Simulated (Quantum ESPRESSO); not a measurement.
# In in Quantum ESPRESSO: notebook, part 2 of 2

Quantum ESPRESSO 7.5.

**3. Work function, PBE**

pw.in

```
&CONTROL
  calculation = 'scf'
  prefix = 'pwscf'
  outdir = './tmp'
  pseudo_dir = './pseudo'
  tprnfor = .true.
  disk_io = 'low'
/
&SYSTEM
  ibrav = 0
  celldm(1) = 8
  nat = 5
  ntyp = 1
  ecutwfc = 28
  nbnd = 43
  occupations = 'smearing'
  smearing = 'fd'
  degauss = 0.00367493
/
&ELECTRONS
  conv_thr = 5d-09
  electron_maxstep = 150
  mixing_beta = 0.3
  mixing_mode = 'local-TF'
/
ATOMIC_SPECIES
In   114.8180 In.upf
CELL_PARAMETERS alat
  0.7945929533796  -0.0000000000000   0.0000000000000
 -0.3972964766944   0.6881376832975   0.0000000000000
  0.0000000000000   0.0000000000000   6.0942978619522
ATOMIC_POSITIONS crystal
In     0.0000000000    0.0000000000    0.2907009605
In     0.3333333300    0.6666666600    0.3953504802
In     0.0000000000    0.0000000000    0.5000000000
In     0.6666666700    0.3333333400    0.6046495198
In     0.0000000000    0.0000000000    0.7092990395
K_POINTS automatic
9 9 1 0 0 0
```

pp_density.in

```
&INPUTPP
  prefix = 'pwscf'
  outdir = './tmp'
  filplot = 'density.dat'
  plot_num = 0
/
&PLOT
  nfile = 1
  filepp(1) = 'density.dat'
  iflag = 3
  output_format = 6
  fileout = 'density.cube'
/
```

pp_potential.in

```
&INPUTPP
  prefix = 'pwscf'
  outdir = './tmp'
  filplot = 'potential.dat'
  plot_num = 11
/
&PLOT
  nfile = 1
  filepp(1) = 'potential.dat'
  iflag = 3
  output_format = 6
  fileout = 'potential.cube'
/
```

pp_elf.in

```
&INPUTPP
  prefix = 'pwscf'
  outdir = './tmp'
  filplot = 'elf.dat'
  plot_num = 8
/
&PLOT
  nfile = 1
  filepp(1) = 'elf.dat'
  iflag = 3
  output_format = 6
  fileout = 'elf.cube'
/
```

Potentials or basis: PseudoDojo 0.4.1 SR PBE standard.

Command:

```bash
$ OMP_NUM_THREADS=1 mpirun -n 2 pw.x -nk 2 -in pw.in > pw.out
$ OMP_NUM_THREADS=1 mpirun -n 1 pp.x -in pp_density.in > pp_density.out
$ OMP_NUM_THREADS=1 mpirun -n 1 pp.x -in pp_potential.in > pp_potential.out
$ OMP_NUM_THREADS=1 mpirun -n 1 pp.x -in pp_elf.in > pp_elf.out
```

pw.out:

```text
This program is part of the open-source Quantum ESPRESSO suite
     for quantum simulation of materials; please cite
[... 13 lines left out ...]
     --------------------
     sticks:   dense  smooth     PW     G-vecs:    dense   smooth      PW
     Sum         313     313     97                34233    34233    5997

     Using Slab Decomposition

     bravais-lattice index     =            0
     lattice parameter (alat)  =       8.0000  a.u.
     unit-cell volume          =    1706.1362 (a.u.)^3
     number of atoms/cell      =            5
     number of atomic types    =            1
     number of electrons       =        65.00
     number of Kohn-Sham states=           43
     kinetic-energy cutoff     =      28.0000  Ry
     charge density cutoff     =     112.0000  Ry
     scf convergence threshold =      5.0E-09
     mixing beta               =       0.3000
     number of iterations used =            8  local-TF  mixing
     Exchange-correlation= PBE
                           (   1   4   3   4   0   0   0)

     celldm(1)=   8.000000  celldm(2)=   0.000000  celldm(3)=   0.000000
     celldm(4)=   0.000000  celldm(5)=   0.000000  celldm(6)=   0.000000

     crystal axes: (cart. coord. in units of alat)
               a(1) = (   0.794593  -0.000000   0.000000 )
               a(2) = (  -0.397296   0.688138   0.000000 )
               a(3) = (   0.000000   0.000000   6.094298 )

     reciprocal axes: (cart. coord. in units 2 pi/alat)
               b(1) = (  1.258506  0.726599 -0.000000 )
               b(2) = (  0.000000  1.453198 -0.000000 )
               b(3) = ( -0.000000 -0.000000  0.164088 )

     PseudoPot. # 1 for In read from file:
     In.upf
     Pseudo is Norm-conserving + core correction, Zval = 13.0
     Generated using ONCVPSP code by D. R. Hamann
     Using radial grid of 1964 points,  6 beta functions with:
                l(1) =   0
                l(2) =   0
                l(3) =   1
                l(4) =   1
                l(5) =   2
                l(6) =   2

     atomic species   valence    mass     pseudopotential
     In               13.00   114.81800     In( 1.00)

     12 Sym. Ops., with inversion, found

   Cartesian axes

     site n.     atom                  positions (alat units)
         1        In     tau(   1) = (   0.0000000   0.0000000   1.7716182  )
         2        In     tau(   2) = (  -0.0000000   0.4587585   2.4093836  )
         3        In     tau(   3) = (   0.0000000   0.0000000   3.0471489  )
         4        In     tau(   4) = (   0.3972965   0.2293792   3.6849143  )
         5        In     tau(   5) = (   0.0000000   0.0000000   4.3226796  )

     number of k points=    12  Fermi-Dirac smearing, width (Ry)=  0.0037
                       cart. coord. in units 2pi/alat
        k(    1) = (   0.0000000   0.0000000   0.0000000), wk =   0.0246914
        k(    2) = (   0.0000000   0.1614664   0.0000000), wk =   0.1481481
        k(    3) = (   0.0000000   0.3229328   0.0000000), wk =   0.1481481
        k(    4) = (   0.0000000   0.4843992   0.0000000), wk =   0.1481481
        k(    5) = (   0.0000000   0.6458656   0.0000000), wk =   0.1481481
        k(    6) = (   0.1398340   0.2421996   0.0000000), wk =   0.1481481
        k(    7) = (   0.1398340   0.4036660   0.0000000), wk =   0.2962963
        k(    8) = (   0.1398340   0.5651324   0.0000000), wk =   0.2962963
        k(    9) = (   0.1398340   0.7265988   0.0000000), wk =   0.1481481
        k(   10) = (   0.2796680   0.4843992   0.0000000), wk =   0.1481481
        k(   11) = (   0.2796680   0.6458656   0.0000000), wk =   0.2962963
        k(   12) = (   0.4195020   0.7265988   0.0000000), wk =   0.0493827

     Dense  grid:    34233 G-vectors     FFT dimensions: (  24,  24, 180)

     Initial potential from superposition of free atoms

     starting charge      64.9805, renormalised to      65.0000

     negative rho (up, down):  6.744E-02 0.000E+00
     Starting wfcs are   45 randomized atomic wfcs

     Self-consistent Calculation

     iteration #  1     ecut=    28.00 Ry     beta= 0.30
     Davidson diagonalization with overlap
     ethr =  1.00E-02,  avg # of iterations =  5.4

     negative rho (up, down):  4.387E-02 0.000E+00

     total energy              =    -649.38917364 Ry
     estimated scf accuracy    <       3.80546220 Ry

     iteration #  2     ecut=    28.00 Ry     beta= 0.30
     Davidson diagonalization with overlap
     ethr =  5.85E-03,  avg # of iterations =  1.0
[... 100 lines left out ...]
     total energy              =    -648.29920094 Ry
     estimated scf accuracy    <       0.00000001 Ry

     iteration # 16     ecut=    28.00 Ry     beta= 0.30
     Davidson diagonalization with overlap
     ethr =  1.56E-11,  avg # of iterations =  2.0

     End of self-consistent calculation

          k = 0.0000 0.0000 0.0000 (  4331 PWs)   bands (ev):

   -11.6799 -11.6799 -11.6562 -11.6470 -11.4822 -11.4822 -11.3770 -11.1968
   -11.1720 -11.0939 -11.0939 -11.0503 -11.0503 -10.9137 -10.9137 -10.8562
   -10.8562 -10.7759 -10.7759 -10.7480 -10.7480 -10.7096 -10.7096 -10.6291
   -10.6291  -5.7361  -5.2225  -4.2835  -3.0361  -1.5605   1.1300   3.0318
     5.2112   6.7076   7.5620   7.6187   9.4345   9.7338  11.6778  11.6778
    12.0510  12.0510  12.1577

          k = 0.0000 0.1615 0.0000 (  4299 PWs)   bands (ev):
[... 91 lines left out ...]
   -11.3379 -11.3379 -11.1846 -11.1203 -11.1203 -11.1172 -11.0657 -11.0505
   -11.0505 -10.9776 -10.9776 -10.9208 -10.9208 -10.8856 -10.8599 -10.8599
   -10.6886 -10.6886 -10.6792 -10.6448 -10.6382 -10.6382 -10.5185 -10.5185
   -10.4847   0.1742   0.3340   0.3340   0.6022   0.9643   2.2649   2.2649
     3.0264   3.0264   3.0562   4.1680   4.1680   4.4228   5.3282   5.3282
     6.6491   8.1832   8.2118

     the Fermi energy is     3.6037 ev

!    total energy              =    -648.29920100 Ry
     estimated scf accuracy    <          9.6E-10 Ry
     smearing contrib. (-TS)   =      -0.00183103 Ry
     internal energy E=F+TS    =    -648.29736997 Ry

     The total energy is F=E-TS. E is the sum of the following terms:
     one-electron contribution =   -3036.31691711 Ry
     hartree contribution      =    1553.46041317 Ry
     xc contribution           =    -195.07154151 Ry
     ewald contribution        =    1029.63067549 Ry

     convergence has been achieved in  16 iterations

     Forces acting on atoms (cartesian axes, Ry/au):

     atom    1 type  1   force =     0.00000000    0.00000000    0.00329057
     atom    2 type  1   force =     0.00000000   -0.00000000    0.00331366
     atom    3 type  1   force =     0.00000000    0.00000000    0.00000000
     atom    4 type  1   force =     0.00000000    0.00000000   -0.00331366
     atom    5 type  1   force =     0.00000000   -0.00000000   -0.00329057

     Total force =     0.006604     Total SCF correction =     0.000101

=------------------------------------------------------------------------------=
   JOB DONE.
=------------------------------------------------------------------------------=
```

pp_potential.out:

```text
This program is part of the open-source Quantum ESPRESSO suite
     for quantum simulation of materials; please cite
         "P. Giannozzi et al., J. Phys.:Condens. Matter 21 395502 (2009);
         "P. Giannozzi et al., J. Phys.:Condens. Matter 29 465901 (2017);
         "P. Giannozzi et al., J. Chem. Phys. 152 154105 (2020);
     in publications or presentations arising from this work. More details at

     IMPORTANT: XC functional enforced from input :
     Exchange-correlation= PBE
                           (   1   4   3   4   0   0   0)
     Any further DFT definition will be discarded
     Please, verify this is what you really want

     G-vector sticks info
     --------------------
     sticks:   dense  smooth     PW     G-vecs:    dense   smooth      PW
     Sum         313     313     97                34233    34233    5997

     Using Slab Decomposition

     Calling punch_plot, plot_num =  11
     Writing data to file  potential.dat
     Reading data from file  potential.dat

     Writing data to be plotted to file potential.cube
     Plot Type: 3D                     Output format: Gaussian cube

=------------------------------------------------------------------------------=
   JOB DONE.
=------------------------------------------------------------------------------=
```

Run time: 33 s. Hardware: 2 MPI ranks of Arm Neoverse V2, shared host; peak memory 0.2 GiB.

These settings aren't checked as converged: the numbers below hold their error.

Results:

```
Free energy                     : -8820.5600 eV
Largest force                   : 0.085 eV/Å
Band gap on the k mesh          : none (metal or under the smearing width)
Work function of the upper face : 4.15 eV
Work function of the lower face : 4.15 eV
```

Caveat: the cutoff lies well under what these potentials need, so the values aren't converged.

**4. Work function, PBE**

Changes to pw.in since step 3:

```diff
@@ -13,3 +13,3 @@
   ntyp = 1
-  ecutwfc = 28
+  ecutwfc = 35
   nbnd = 43
```

pp_density.in is that of step 3.

pp_potential.in is that of step 3.

pp_elf.in is that of step 3.

Potentials or basis: PseudoDojo 0.4.1 SR PBE standard.

Command:

```bash
$ OMP_NUM_THREADS=1 mpirun -n 2 pw.x -nk 2 -in pw.in > pw.out
$ OMP_NUM_THREADS=1 mpirun -n 1 pp.x -in pp_density.in > pp_density.out
$ OMP_NUM_THREADS=1 mpirun -n 1 pp.x -in pp_potential.in > pp_potential.out
$ OMP_NUM_THREADS=1 mpirun -n 1 pp.x -in pp_elf.in > pp_elf.out
```

pw.out:

```text
This program is part of the open-source Quantum ESPRESSO suite
     for quantum simulation of materials; please cite
         "P. Giannozzi et al., J. Phys.:Condens. Matter 21 395502 (2009);
         "P. Giannozzi et al., J. Phys.:Condens. Matter 29 465901 (2017);
         "P. Giannozzi et al., J. Chem. Phys. 152 154105 (2020);
     in publications or presentations arising from this work. More details at

     Message from routine setup:
     using ibrav=0 with symmetry is DISCOURAGED, use correct ibrav instead

     K-points division:     npool     =       2
     Subspace diagonalization in iterative solution of the eigenvalue problem:
     a serial algorithm will be used

     G-vector sticks info
     --------------------
     sticks:   dense  smooth     PW     G-vecs:    dense   smooth      PW
     Sum         379     379    121                47493    47493    8275

     Using Slab Decomposition

     bravais-lattice index     =            0
     lattice parameter (alat)  =       8.0000  a.u.
     unit-cell volume          =    1706.1362 (a.u.)^3
     number of atoms/cell      =            5
     number of atomic types    =            1
     number of electrons       =        65.00
     number of Kohn-Sham states=           43
     kinetic-energy cutoff     =      35.0000  Ry
     charge density cutoff     =     140.0000  Ry
     scf convergence threshold =      5.0E-09
     mixing beta               =       0.3000
     number of iterations used =            8  local-TF  mixing
     Exchange-correlation= PBE
                           (   1   4   3   4   0   0   0)

     celldm(1)=   8.000000  celldm(2)=   0.000000  celldm(3)=   0.000000
     celldm(4)=   0.000000  celldm(5)=   0.000000  celldm(6)=   0.000000

     crystal axes: (cart. coord. in units of alat)
               a(1) = (   0.794593  -0.000000   0.000000 )
               a(2) = (  -0.397296   0.688138   0.000000 )
               a(3) = (   0.000000   0.000000   6.094298 )

     reciprocal axes: (cart. coord. in units 2 pi/alat)
               b(1) = (  1.258506  0.726599 -0.000000 )
               b(2) = (  0.000000  1.453198 -0.000000 )
               b(3) = ( -0.000000 -0.000000  0.164088 )

     PseudoPot. # 1 for In read from file:
     In.upf
     Pseudo is Norm-conserving + core correction, Zval = 13.0
     Generated using ONCVPSP code by D. R. Hamann
     Using radial grid of 1964 points,  6 beta functions with:
                l(1) =   0
                l(2) =   0
                l(3) =   1
                l(4) =   1
                l(5) =   2
                l(6) =   2

     atomic species   valence    mass     pseudopotential
     In               13.00   114.81800     In( 1.00)

     12 Sym. Ops., with inversion, found

   Cartesian axes

     site n.     atom                  positions (alat units)
         1        In     tau(   1) = (   0.0000000   0.0000000   1.7716182  )
         2        In     tau(   2) = (  -0.0000000   0.4587585   2.4093836  )
         3        In     tau(   3) = (   0.0000000   0.0000000   3.0471489  )
         4        In     tau(   4) = (   0.3972965   0.2293792   3.6849143  )
         5        In     tau(   5) = (   0.0000000   0.0000000   4.3226796  )

     number of k points=    12  Fermi-Dirac smearing, width (Ry)=  0.0037
                       cart. coord. in units 2pi/alat
        k(    1) = (   0.0000000   0.0000000   0.0000000), wk =   0.0246914
        k(    2) = (   0.0000000   0.1614664   0.0000000), wk =   0.1481481
        k(    3) = (   0.0000000   0.3229328   0.0000000), wk =   0.1481481
        k(    4) = (   0.0000000   0.4843992   0.0000000), wk =   0.1481481
        k(    5) = (   0.0000000   0.6458656   0.0000000), wk =   0.1481481
        k(    6) = (   0.1398340   0.2421996   0.0000000), wk =   0.1481481
        k(    7) = (   0.1398340   0.4036660   0.0000000), wk =   0.2962963
        k(    8) = (   0.1398340   0.5651324   0.0000000), wk =   0.2962963
        k(    9) = (   0.1398340   0.7265988   0.0000000), wk =   0.1481481
        k(   10) = (   0.2796680   0.4843992   0.0000000), wk =   0.1481481
        k(   11) = (   0.2796680   0.6458656   0.0000000), wk =   0.2962963
        k(   12) = (   0.4195020   0.7265988   0.0000000), wk =   0.0493827

     Dense  grid:    47493 G-vectors     FFT dimensions: (  24,  24, 192)

     Initial potential from superposition of free atoms

     starting charge      64.9805, renormalised to      65.0000

     negative rho (up, down):  1.206E-02 0.000E+00
     Starting wfcs are   45 randomized atomic wfcs

     Self-consistent Calculation

     iteration #  1     ecut=    35.00 Ry     beta= 0.30
     Davidson diagonalization with overlap
     ethr =  1.00E-02,  avg # of iterations =  5.2

     negative rho (up, down):  6.835E-03 0.000E+00
[... 105 lines left out ...]
     iteration # 15     ecut=    35.00 Ry     beta= 0.30
     Davidson diagonalization with overlap
     ethr =  3.36E-11,  avg # of iterations =  2.0

     End of self-consistent calculation

          k = 0.0000 0.0000 0.0000 (  5869 PWs)   bands (ev):

   -11.3186 -11.1745 -11.1599 -11.1176 -11.1176 -11.0925 -11.0764 -11.0764
   -11.0414 -11.0414 -11.0246 -11.0231 -11.0231 -11.0117 -11.0117 -11.0015
   -11.0015 -10.9750 -10.9750 -10.9217 -10.9217 -10.9191 -10.9191 -10.9029
   -10.9029  -5.6686  -5.1511  -4.2022  -2.9439  -1.4472   1.1190   3.0478
     5.2127   6.6833   7.5407   7.6311   9.4342   9.7276  11.8243  11.8243
    12.1817  12.1928  12.1928
[... 93 lines left out ...]
   -11.2563 -11.2563 -11.2482 -11.2482 -11.2205 -11.2193 -11.2077 -11.2077
   -11.2020 -11.1788 -11.1567 -11.1567 -11.1396 -11.1396 -11.1133 -11.1081
   -11.1081 -11.0996 -11.0901 -11.0901 -11.0653 -11.0653 -11.0038 -10.9381
   -10.9381   0.3100   0.4732   0.4732   0.7636   1.1781   2.2128   2.2128
     2.9816   2.9816   3.0828   4.1495   4.1495   4.4889   5.3257   5.3257
     6.6411   8.1329   8.2681

     the Fermi energy is     3.6366 ev

!    total energy              =    -659.16655213 Ry
     estimated scf accuracy    <          7.6E-10 Ry
     smearing contrib. (-TS)   =      -0.00181857 Ry
     internal energy E=F+TS    =    -659.16473356 Ry

     The total energy is F=E-TS. E is the sum of the following terms:
     one-electron contribution =   -3053.83242573 Ry
     hartree contribution      =    1563.49390451 Ry
     xc contribution           =    -198.45688783 Ry
     ewald contribution        =    1029.63067549 Ry

     convergence has been achieved in  15 iterations

     Forces acting on atoms (cartesian axes, Ry/au):

     atom    1 type  1   force =     0.00000000    0.00000000   -0.00597090
     atom    2 type  1   force =     0.00000000   -0.00000000    0.00312741
     atom    3 type  1   force =     0.00000000   -0.00000000    0.00000000
     atom    4 type  1   force =     0.00000000   -0.00000000   -0.00312741
     atom    5 type  1   force =     0.00000000   -0.00000000    0.00597090

     Total force =     0.009532     Total SCF correction =     0.000165

=------------------------------------------------------------------------------=
   JOB DONE.
=------------------------------------------------------------------------------=
```

pp_density.out:

```text
This program is part of the open-source Quantum ESPRESSO suite
     for quantum simulation of materials; please cite
         "P. Giannozzi et al., J. Phys.:Condens. Matter 21 395502 (2009);
         "P. Giannozzi et al., J. Phys.:Condens. Matter 29 465901 (2017);
         "P. Giannozzi et al., J. Chem. Phys. 152 154105 (2020);
     in publications or presentations arising from this work. More details at

     IMPORTANT: XC functional enforced from input :
     Exchange-correlation= PBE
                           (   1   4   3   4   0   0   0)
     Any further DFT definition will be discarded
     Please, verify this is what you really want

     G-vector sticks info
     --------------------
     sticks:   dense  smooth     PW     G-vecs:    dense   smooth      PW
     Sum         379     379    121                47493    47493    8275

     Using Slab Decomposition

     Calling punch_plot, plot_num =   0
     Writing data to file  density.dat
     Reading data from file  density.dat

     Writing data to be plotted to file density.cube
     Plot Type: 3D                     Output format: Gaussian cube

=------------------------------------------------------------------------------=
   JOB DONE.
=------------------------------------------------------------------------------=
```

It took 36 s on 2 MPI ranks of Arm Neoverse V2, shared host; peak memory 0.26 GiB.

The run converged, but some of its settings lie outside the range that counts as converged, so its numbers aren't taken as properties of the slab.

What came out:

- Free energy: -8968.4178 eV
- Largest force: 0.154 eV/Å
- Band gap on the k mesh: none (metal or under the smearing width)
- Work function of the upper face: 3.93 eV
- Work function of the lower face: 3.93 eV

Caveat: the cutoff lies well under what these potentials need, so the values aren't converged.
